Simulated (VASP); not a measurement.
# TaAs (I4_1md) in VASP: a series of runs

Runs on TaAs. Level: PBE. Tasks: single point.

Everything below comes from runs of VASP 6.6.1. Logs are shortened: lines on timing, memory, paths and dates and some standing lists are left out, and cuts for length are marked.

**1. The crystal as given**

The structure is tetragonal, space group I4_1md (No. 109). Conventional cell: a = 3.463 Å, b = 3.463 Å, c = 11.735 Å, α = 90.00°, β = 90.00°, γ = 90.00°. Ta (site symmetry 2mm) has 6 As at 2.62 to 2.63 Å as nearest neighbours. As (site symmetry 2mm) is surrounded by 6 Ta at 2.62 to 2.63 Å.

The cell is a database's computed one.

**2. Single point, PBE**

Contents of INCAR:

```
SYSTEM = TaAs
ALGO     = Fast           ! electronic algorithm
EDIFF    = 1E-6           ! SCF threshold, eV
ENCUT    = 520            ! plane-wave cutoff, eV
GGA      = PE             ! functional
ISIF     = 2              ! what is computed and relaxed
ISMEAR   = 0              ! smearing method
LASPH    = .TRUE.         ! aspherical terms in the spheres
LCHARG   = .FALSE.        ! write CHGCAR
LREAL    = .FALSE.        ! projectors in reciprocal space
LWAVE    = .FALSE.        ! write WAVECAR
NBANDS   = 24             ! bands
NELM     = 100            ! most SCF steps
PREC     = Accurate       ! precision mode
SIGMA    = 0.1            ! smearing width, eV
```

Contents of KPOINTS:

```
k-points
0
G
  18 18 18
  0 0 0
```

Contents of POSCAR:

```
TaAs
1.0
   -1.7314487692      1.7314487692      5.8672913353
    1.7314487692     -1.7314487692      5.8672913353
    1.7314487692      1.7314487692     -5.8672913353
Ta As
2 2
Direct
    0.5001742260      1.0001742260      0.5000000000
    0.7501742260      0.7501742260      0.0000000000
    0.0824251940      0.5824251940      0.5000000000
    0.3324251940      0.3324251940      0.0000000000
```

Potentials or basis: VASP PAW PBE potentials, release 64 (Ta_pv, As).

Run with:

```bash
> cat potpaw_PBE.64/Ta_pv/POTCAR potpaw_PBE.64/As/POTCAR > POTCAR
> mpirun -np 1 vasp_std > vasp.out
```

OUTCAR:

```text
SYSTEM = TaAs
   EDIFF = 1E-6
   ENCUT = 520
   GGA = PE
   ISIF = 2
   ISMEAR = 0
   LASPH = .TRUE.
   LREAL = .FALSE.
   NELM = 100
   PREC = Accurate

 ion  position               nearest neighbor table
   1  0.500  0.000  0.500-   4 2.62   4 2.62   3 2.63   3 2.63   3 2.63   3 2.63   2 3.41   2 3.41
                             2 3.41   2 3.41
   2  0.750  0.750  0.000-   3 2.62   3 2.62   4 2.63   4 2.63   4 2.63   4 2.63   1 3.41   1 3.41
                             1 3.41   1 3.41
   3  0.082  0.582  0.500-   2 2.62   2 2.62   1 2.63   1 2.63   1 2.63   1 2.63
   4  0.332  0.332  0.000-   1 2.62   1 2.62   2 2.63   2 2.63   2 2.63   2 2.63

  LATTYP: Found a body centered tetragonal cell.
 ALAT       =     3.4628975384
 C/A-ratio  =     3.3886600861

  Lattice vectors:

 A1 = (  -1.7314487692,   1.7314487692,   5.8672913353)
 A2 = (   1.7314487692,  -1.7314487692,   5.8672913353)
 A3 = (   1.7314487692,   1.7314487692,  -5.8672913353)

Analysis of symmetry for initial positions (statically):
=====================================================================
 Subroutine PRICEL returns:
 Original cell was already a primitive cell.

 Routine SETGRP: Setting up the symmetry group for a
 body centered tetragonal supercell.

 Subroutine GETGRP returns: Found  8 space group operations
 (whereof  4 operations were pure point group operations)
 out of a pool of 16 trial point group operations.

The static configuration has the point symmetry C_2v.
 The point group associated with its full space group is C_4v.

Analysis of symmetry for dynamics (positions and initial velocities):
=====================================================================
 Subroutine PRICEL returns:
 Original cell was already a primitive cell.

 Routine SETGRP: Setting up the symmetry group for a
 body centered tetragonal supercell.

 Subroutine GETGRP returns: Found  8 space group operations
 (whereof  4 operations were pure point group operations)
 out of a pool of 16 trial point group operations.

The dynamic configuration has the point symmetry C_2v.
 The point group associated with its full space group is C_4v.

 Subroutine INISYM returns: Found  8 space group operations
 (whereof  4 operations are pure point group operations),
 and found     1 'primitive' translations

----------------------------------------------------------------------------------------

                                     Primitive cell

  volume of cell :      70.3586

  direct lattice vectors                    reciprocal lattice vectors
    -1.731448769  1.731448769  5.867291335     0.000000000  0.288775509  0.085218199
     1.731448769 -1.731448769  5.867291335     0.288775509  0.000000000  0.085218199
     1.731448769  1.731448769 -5.867291335     0.288775509  0.288775509  0.000000000

  length of vectors
     6.357746243  6.357746243  6.357746243     0.301087091  0.301087091  0.408390242

  position of ions in fractional coordinates (direct lattice)
     0.500174226  0.000174226  0.500000000
     0.750174226  0.750174226  0.000000000
     0.082425194  0.582425194  0.500000000
     0.332425194  0.332425194  0.000000000

  ion indices of the primitive-cell ions
   primitive index   ion index
                 1           1
                 2           2
                 3           3
                 4           4

----------------------------------------------------------------------------------------

 KPOINTS: k-points

Automatic generation of k-mesh.
 Grid dimensions read from file:
 generate k-points for:   18   18   18

 Generating k-lattice:

  Cartesian coordinates                     Fractional coordinates (reciprocal lattice)
     0.000000000  0.016043084  0.004734344     0.055555556 -0.000000000  0.000000000
     0.016043084  0.000000000  0.004734344    -0.000000000  0.055555556  0.000000000
     0.016043084  0.016043084  0.000000000     0.000000000  0.000000000  0.055555556

  Length of vectors
     0.016727061  0.016727061  0.022688347

  Shift w.r.t. Gamma in fractional coordinates (k-lattice)
     0.000000000  0.000000000  0.000000000

 Subroutine IBZKPT returns following result:
 ===========================================

 Found    480 irreducible k-points:

 Following reciprocal coordinates:
            Coordinates               Weight
  0.000000  0.000000  0.000000      1.000000
  0.055556  0.000000 -0.000000      8.000000
  0.111111  0.000000 -0.000000      8.000000
  0.166667  0.000000 -0.000000      8.000000
  0.222222  0.000000 -0.000000      8.000000
  0.277778  0.000000 -0.000000      8.000000
[... 16 lines left out ...]
 -0.277778  0.055556  0.000000     16.000000
 -0.222222  0.055556  0.000000     16.000000
 [... further k-points ...]
   k-points           NKPTS =    480   k-points in BZ     NKDIM =    480   number of bands    NBANDS=     24
   number of dos      NEDOS =    301   number of ions     NIONS =      4
   total plane-waves  NPLWV = 110592
   dimension x,y,z NGX =    48 NGY =   48 NGZ =   48
   dimension x,y,z NGXF=    96 NGYF=   96 NGZF=   96
   ions per type =               2   2
   NGX,Y,Z   is equivalent  to a cutoff of  12.55, 12.55, 12.55 a.u.
   NGXF,Y,Z  is equivalent  to a cutoff of  25.10, 25.10, 25.10 a.u.
 SYSTEM =  TaAs
   PREC   = accura    normal or accurate (medium, high low for compatibility)
   ISTART =      0    job   : 0-new  1-cont  2-samecut
   ICHARG =      2    charge: 1-file 2-atom 10-const
   ISPIN  =      1    spin polarized calculation?
   LNONCOLLINEAR =      F non collinear calculations
   LSORBIT =      F    spin-orbit coupling
   LASPH  =      T    aspherical Exc in radial PAW
   ENCUT  =  520.0 eV  38.22 Ry    6.18 a.u.  11.82 11.82 11.82*2*pi/ulx,y,z
   NELM   =    100;   NELMIN=  2; NELMDL= -5     # of ELM steps
   EDIFF  = 0.1E-05   stopping-criterion for ELM
   LREAL  =      F    real-space projection
   EDIFFG = 0.1E-04   stopping-criterion for IOM
   NSW    =      0    number of steps for IOM
   IBRION =     -1    ionic relax: 0-MD 1-quasi-New 2-CG
   NFREE  =      0    steps in history (QN), initial steepest desc. (CG)
   ISIF   =      2    stress and relaxation
   ISYM   =      2    0-nonsym 1-usesym 2-fastsym
   POTIM  = 0.5000    time-step for ionic-motion
   TEBEG  =    0.0;   TEEND  =   0.0 temperature during run
   PSTRESS=    0.0 pullay stress
   NELECT =      32.0000    total number of electrons
   NUPDOWN=      -1.0000    fix difference up-down
   EMIN   =  10.00;   EMAX   =-10.00  energy-range for DOS
   EFERMI =   0.00;   METHOD = LEGACY
   ISMEAR =     0;   SIGMA  =   0.10  broadening in eV -4-tet -1-fermi 0-gaus
   EFERMI_NEDOS =   21; number of points for ismear=-14 and -15
   IALGO  =     68    algorithm
   IMIX   =      4    mixing-type and parameters
     AMIX     =   0.40;   BMIX     =  1.00
     AMIX_MAG =   1.60;   BMIX_MAG =  1.00
  volume/ion in A,a.u.               =      17.59       118.70
  Fermi-wavevector in a.u.,A,eV,Ry     =   1.258981  2.379129 21.565686  1.585033
  Thomas-Fermi vector in A             =   2.392564
   LORBIT       =      0    0 simple, 1 ext, 2 COOP (PROOUT), +10 PAW based schemes
   GGA     = PE    functional components
   LHFCALC =     F    Hartree Fock is set to
   AEXX    =    0.0000 exact exchange contribution
   IVDW    =     0    specifies the selected vdW correction
   LEPSILON=     F    determine dielectric tensor
   LRPA    =     F    only Hartree local field effects (RPA)
 non-spin polarized calculation
 RMM-DIIS sequential band-by-band and
 Gauss-broadening in eV      SIGMA  =   0.10
  energy-cutoff  :      520.00
  volume of cell :       70.36
 maximum number of plane-waves:      1930
   NGX = 23   NGY = 23   NGZ = 23

 number of electron      32.0000002 magnetization

 Free energy of the ion-electron system (eV)
  ---------------------------------------------------
  ext. energy  EPLUGINS =         0.00000000
  ---------------------------------------------------
  free energy    TOTEN  =       -35.11802651 eV

  energy without entropy =      -35.11634642  energy(sigma->0) =      -35.11718647

 E-fermi :   6.8671     XC(G=0): -11.8559

 val. band max:        6.8575133285   @ k =  -0.3333   0.4444   0.3333
 cond. band min:       6.8672674420   @ k =  -0.1111  -0.4444   0.1111
 fundamental gap:      0.0097541135
 Fermi energy:         6.8671128456

 k-point     1 :       0.0000    0.0000    0.0000
  band No.  band energies     occupation
      1     -28.1310      2.00000
      2     -28.1003      2.00000
      3     -28.1003      2.00000
      4     -27.9550      2.00000
      5     -27.9550      2.00000
      6     -27.9014      2.00000
[... 16 lines left out ...]
     23      10.8973      0.00000
     24      11.1189      0.00000

 k-point     2 :       0.0556    0.0000   -0.0000
  band No.  band energies     occupation
      1     -28.1301      2.00000
      2     -28.1042      2.00000
      3     -28.0999      2.00000
      4     -27.9594      2.00000
      5     -27.9545      2.00000
      6     -27.9018      2.00000
[... 16 lines left out ...]
     23      10.5512      0.00000
     24      11.3865      0.00000

 k-point     3 :       0.1111    0.0000   -0.0000
  band No.  band energies     occupation
      1     -28.1310      2.00000
      2     -28.1115      2.00000
      3     -28.0987      2.00000
      4     -27.9719      2.00000
      5     -27.9530      2.00000
      6     -27.9034      2.00000
[... 16 lines left out ...]
     23      10.6724      0.00000
     24      11.9146      0.00000
[... 514 lines left out ...]
 k-point    23 :      -0.2778    0.0556    0.0000
  band No.  band energies     occupation
      1     -28.1953      2.00000
      2     -28.0996      2.00000
      3     -28.0894      2.00000
      4     -28.0329      2.00000
      5     -27.9496      2.00000
      6     -27.9141      2.00000
[... 16 lines left out ...]
     23      11.5640      0.00000
     24      12.6545      0.00000

 k-point    24 :      -0.2222    0.0556    0.0000
  band No.  band energies     occupation
      1     -28.1691      2.00000
      2     -28.1052      2.00000
      3     -28.0954      2.00000
      4     -28.0118      2.00000
      5     -27.9525      2.00000
      6     -27.9084      2.00000
[... 16 lines left out ...]
     23      11.4550      0.00000
     24      12.1869      0.00000

 [... further k-points ...]

------------------------ aborting loop because EDIFF is reached ----------------------------------------

  FORCE on cell =-STRESS in cart. coord.  units (eV):
  Direction    XX          YY          ZZ          XY          YZ          ZX
  --------------------------------------------------------------------------------------
  -------------------------------------------------------------------------------------
  Total        0.2020737      0.2020737      0.1497908      0.0000000      0.0000000      0.0000000
  in kB        4.6015427      4.6015427      3.4109774      0.0000000      0.0000000      0.0000000
  external PRESSURE =       4.2046876 kB  Pullay stress =       0.0000000 kB

 VOLUME and BASIS-vectors are now :
 -----------------------------------------------------------------------------
  energy-cutoff  :      520.00
  volume of cell :       70.36
      direct lattice vectors                 reciprocal lattice vectors
    -1.731448769  1.731448769  5.867291335     0.000000000  0.288775509  0.085218199
     1.731448769 -1.731448769  5.867291335     0.288775509  0.000000000  0.085218199
     1.731448769  1.731448769 -5.867291335     0.288775509  0.288775509  0.000000000

 POSITION                                       TOTAL-FORCE (eV/Angst)
 -----------------------------------------------------------------------------------
      0.00000      1.73145      0.00204         0.000000      0.000000      0.002020
      0.00000      0.00000      8.80298        -0.000000     -0.000000      0.002020
      1.73145      0.00000      0.96723        -0.000000      0.000000     -0.002020
      0.00000      0.00000      3.90087         0.000000     -0.000000     -0.002020
 -----------------------------------------------------------------------------------
    total drift:                                0.000000      0.000000     -0.000056

  FREE ENERGIE OF THE ION-ELECTRON SYSTEM (eV)
  ---------------------------------------------------
  free  energy   TOTEN  =       -35.1180265127 eV

  energy  without entropy=      -35.1163464248  energy(sigma->0) =      -35.11718647
```

It took 24 min on 1 thread of AMD EPYC 9R14 (Zen 4), shared host; peak memory 0.86 GiB.

What came out:

```
Free energy            : -35.1180 eV
Pressure               : 0.4 GPa
Band gap on the k mesh : none (metal or under the smearing width)
```

Forces in eV/Å, atoms in the order of the input:
```
Ta   0.000  0.000  0.002
Ta   0.000  0.000  0.002
As   0.000  0.000 -0.002
As   0.000  0.000 -0.002
```

**3. Single point, PBE**

This run uses another cell than the first one, of 17.40 Å³/atom, 0.989 times its volume.

Contents of INCAR:

```
PREC = Accurate
ENCUT = 520
EDIFF = 1E-6
ISMEAR = 0
SIGMA = 0.1
LREAL = False
LASPH = True
NELM = 100
ALGO = Fast
ISIF = 2
LWAVE = False
LCHARG = True
GGA = PE
LELF = True
LVHAR = True
NBANDS = 24
```

Contents of KPOINTS:

```
Automatic mesh
0
Gamma
  8 8 8
```

Contents of POSCAR:

```
TaAs
1.0
   -1.7218133622      1.7218133622      5.8679415361
    1.7218133622     -1.7218133622      5.8679415361
    1.7218133622      1.7218133622     -5.8679415361
Ta As
2 2
Direct
    0.4999673000      0.9999673000      0.5000000000
    0.7499673000      0.7499673000      0.0000000000
    0.0826321200      0.5826321200      0.5000000000
    0.3326321200      0.3326321200      0.0000000000
```

Potentials or basis: VASP PAW PBE potentials, release 64 (Ta_pv, As).

Run with:

```bash
> cat potpaw_PBE.64/Ta_pv/POTCAR potpaw_PBE.64/As/POTCAR > POTCAR
> mpirun -np 1 vasp_std > vasp.out
```

Run time: 3.3 min. Hardware: 1 thread of AMD EPYC 9R14 (Zen 4), shared host; peak memory 0.34 GiB.

It converged, with:

```
Free energy            : -35.0959 eV
Pressure               : 2.6 GPa
Largest force          : 0.028 eV/Å
Band gap on the k mesh : none (metal or under the smearing width)
```

Forces in eV/Å, atoms in the order of the input:
```
Ta   0.000  0.000  0.028
Ta   0.000  0.000  0.028
As   0.000  0.000 -0.028
As   0.000  0.000 -0.028
```

Stress tensor (GPa, compression positive):
```
2.90 0.00 0.00
0.00 2.90 0.00
0.00 0.00 2.13
```

Levels at points of the mesh, in eV from the Fermi level:
| k point | band 14 | band 15 | band 16 | band 17 | band 18 | band 19 |
| --- | --- | --- | --- | --- | --- | --- |
| (0.00, 0.00, 0.00) | -1.97 | -1.65 | -1.65 | 0.90 | 1.56 | 2.31 |
| (0.50, 0.00, 0.00) | -2.35 | -1.60 | -0.29 | 0.12 | 1.36 | 2.23 |
| (0.50, 0.50, 0.00) | -3.22 | -1.14 | -1.14 | 2.80 | 2.80 | 3.05 |
| (0.50, 0.50, 0.50) | -2.82 | -0.93 | -0.93 | 1.21 | 1.21 | 2.27 |

The run has no spin-orbit coupling, so splittings on Ta are missing.
